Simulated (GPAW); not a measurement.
**Magnetic state of free-standing triangular Cr monolayer, spacing 2.714 A from several starts**

Aim: find out whether free-standing triangular Cr monolayer, spacing 2.714 A carries moments, and which collinear order costs least.

Program: GPAW 26.7.0. Level of theory: LDA; plane waves with GPAW's PAW setups, scalar-relativistic. Results are calculated unless marked as measured.

**1. Set-up**

The cell holds 1 atom: 1 Cr. Its edges and angles: a = 2.714 Å, b = 2.714 Å, c = 14.000 Å, α = 90.0°, β = 90.0°, γ = 120.0°. model lattice. Vacuum lies along c.

**2. Run 1 (ferro +)**

Parallel moments need no larger cell; this start tests for a ferromagnetic state only.

The input, order1.py:

```python
import json
import numpy as np
from ase import Atoms
from ase.parallel import paropen, parprint
from gpaw import GPAW

atoms = Atoms(['Cr'],
    cell=[[2.714, 0.0, 0.0],
         [-1.357, 2.350393, 0.0],
         [0.0, 0.0, 14.0]],
    scaled_positions=[[0.0, 0.0, 0.5]],
    pbc=True,
    magmoms=[2.5])
atoms.calc = GPAW(mode={'name': 'pw', 'ecut': 550},
    xc='LDA',
    kpts={'size': (12, 12, 1), 'gamma': True},
    occupations={'name': 'fermi-dirac', 'width': 0.05},
    convergence={'density': 1e-05, 'energy': 1e-05},
    maxiter=200,
    symmetry={'tolerance': 1e-4},
    txt='order1.txt')
e = atoms.get_potential_energy(force_consistent=True)
res = {'free_energy': e, 'energy_sigma0': atoms.get_potential_energy(), 'fermi_energy': atoms.calc.get_fermi_level()}
res['moments'] = atoms.get_magnetic_moments().tolist()
res['total'] = atoms.get_magnetic_moment()
parprint('site moments (muB):', np.round(res['moments'], 3))
parprint(f"total moment: {res['total']:.3f} muB")
parprint(f'free energy: {e:.6f} eV')
atoms.calc.write('order1.gpw')
n = atoms.calc.get_pseudo_density()
up, down = (atoms.calc.get_pseudo_density(spin=i) for i in (0, 1))
np.savez('grids.npz', density=n, spin=up - down)
with paropen('results.json', 'w') as f:
    json.dump(res, f)
```

Started as:

```console
$ OMP_NUM_THREADS=1 python3 order1.py > order1.log
```

This order needs a doubled cell of 2 atoms. Its mesh is chosen so that both cells sample the same points.

The next run changes these lines of the input before it:

```diff
@@ -6,12 +6,13 @@
 
-atoms = Atoms(['Cr'],
+atoms = Atoms(['Cr', 'Cr'],
     cell=[[2.714, 0.0, 0.0],
-         [-1.357, 2.350393, 0.0],
+         [-2.714, 4.700786, 0.0],
          [0.0, 0.0, 14.0]],
-    scaled_positions=[[0.0, 0.0, 0.5]],
+    scaled_positions=[[0.0, 0.0, 0.5],
+         [0.0, 0.5, 0.5]],
     pbc=True,
-    magmoms=[2.5])
+    magmoms=[2.5, -2.5])
 atoms.calc = GPAW(mode={'name': 'pw', 'ecut': 550},
     xc='LDA',
-    kpts={'size': (12, 12, 1), 'gamma': True},
+    kpts={'size': (12, 6, 1), 'gamma': True},
     occupations={'name': 'fermi-dirac', 'width': 0.05},
@@ -20,3 +21,3 @@
     symmetry={'tolerance': 1e-4},
-    txt='order1.txt')
+    txt='order2.txt')
 e = atoms.get_potential_energy(force_consistent=True)
@@ -28,3 +29,3 @@
 parprint(f'free energy: {e:.6f} eV')
-atoms.calc.write('order1.gpw')
+atoms.calc.write('order2.gpw')
 n = atoms.calc.get_pseudo_density()
```

The input, nospin.py:

```python
import json
import numpy as np
from ase import Atoms
from ase.parallel import paropen, parprint
from gpaw import GPAW

atoms = Atoms(['Cr'],
    cell=[[2.714, 0.0, 0.0],
         [-1.357, 2.350393, 0.0],
         [0.0, 0.0, 14.0]],
    scaled_positions=[[0.0, 0.0, 0.5]],
    pbc=True)
atoms.calc = GPAW(mode={'name': 'pw', 'ecut': 550},
    xc='LDA',
    kpts={'size': (12, 12, 1), 'gamma': True},
    occupations={'name': 'fermi-dirac', 'width': 0.05},
    convergence={'density': 1e-05, 'energy': 1e-05},
    maxiter=200,
    symmetry={'tolerance': 1e-4},
    txt='nospin.txt')
e = atoms.get_potential_energy(force_consistent=True)
res = {'free_energy': e, 'energy_sigma0': atoms.get_potential_energy(), 'fermi_energy': atoms.calc.get_fermi_level()}
parprint(f'free energy: {e:.6f} eV')
atoms.calc.write('nospin.gpw')
with paropen('results.json', 'w') as f:
    json.dump(res, f)
```

Before running: what should come out for the largest site moment and next state?

Opposed moments of equal size cancel, so the cell has no net moment. Symmetry leaves 1 kind of site among the 2 atoms, and equivalent atoms carry values of equal size. The lowest state found is antiferromagnetic, reached from the start antiferro q=(0,1/2,0) +-, with moments up to 3.35 μB.

* lowest state found: antiferromagnetic (started as antiferro q=(0,1/2,0) +-)
* largest site moment: 3.35 μB
* next state: ferromagnetic, 405 meV a seeded atom higher
* energy gained by spin polarisation: 855 meV a seeded atom

The next state costs 405 meV a seeded atom. This is the lowest of 3 finished starts, no proof of the ground state.

[Logs and program files are shortened in this print: banners, set-up blocks, solver, clock and traceback lines can be left out without a mark of their own.]

[Logs are printed without paths, hosts, clocks, repeated set-up lines and the standing remarks that a program may print on its own settings, such as how far it seeks lower states.]

[Hosts, paths, dates, database ids (printed as entryN), source tags and the programs' standing remarks are cut or masked in the printed files.]

[Where a cell is said to come from a database of computed structures, the database is the Materials Project.]
